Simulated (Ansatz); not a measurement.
**LiH: from a guess to a relaxed structure**

Where does this trial cell of LiH go when cell and atoms are let free?

Program: Ansatz 0.2.0. Level of theory: DFT PBE, scalar-relativistic, plane waves, PAW. These are calculated values, not measurements.

## Step 1: The system as given

It takes space group Pm-3m (No. 221, cubic). Conventional cell: a = 2.591 Å, b = 2.591 Å, c = 2.591 Å, α = 90.00°, β = 90.00°, γ = 90.00°. Li (site symmetry m-3m) is surrounded by 8 H at 2.24 Å. H (site symmetry m-3m) is surrounded by 8 Li at 2.24 Å.

Coordinates:

```
Li H
1.0
     2.59061    0.00000    0.00000
     0.00000    2.59061    0.00000
     0.00000    0.00000    2.59061
Li H
1 1
Cartesian
  0.0000 0.0000 0.0000
  1.2953 1.2953 1.2953
```

Recipe of the guess: species swapped into a database cell of AlRu (Pm-3m, No. 221), with Li on the Al sites and H on the Ru sites. The dimensions are guesses.

## Step 2: A first look at the guess

File input.yaml:

```yaml
crystal:
  lattice:
    - [2.59060888, 0.0, 0.0]
    - [0.0, 2.59060888, 0.0]
    - [0.0, 0.0, 2.59060888]
  atoms:
    - { symbol: Li, position: [0.0, 0.0, 0.0] }
    - { symbol: H, position: [0.5, 0.5, 0.5] }
basis:
  ecutwfc: 420
kpoints:
  mp_grid: { grid: [6, 6, 6] }
hamiltonian:
  xc: pbe
scf:
  occupations: { method: gaussian, width: 0.1 }
  lower_state_search: "off"
output:
  forces: true
  stress: true
  eigenvalues: true
```

Command:

```console
$ ansatz run input.yaml --threads 1 --pin off --max-ram 2048MiB --backend cpu --events-out ev --progress --plain --runs-dir out
```

The session goes on with these runs: full relaxation; relaxing again on a mesh for the new cell.

Q: Predict the outcome of this session. Wanted: conventional cell; volume; energy over the elements; gap on the mesh.

As calculated:

| quantity | value |
| --- | --- |
| symmetry at the end (tolerance 0.02 Å) | space group Pm-3m (No. 221) |
| conventional cell | a = 2.507 Å, b = 2.507 Å, c = 2.507 Å, α = 90.00°, β = 90.00°, γ = 90.00° |
| volume | 7.88 Å³/atom |
| energy over the elements (uncorrected; H, N, O, F and Cl as molecules) | -0.18 eV/atom |
| gap on the mesh | 0.71 eV |

In words: The space group Pm-3m (No. 221) is kept, and the volume per atom shrinks by 9.4 % from the first guess. It lies below the elements, which doesn't yet make it stable: competing phases were not computed in this session. No finished test with a distortion of lower symmetry is shown, so the end may be a saddle point.
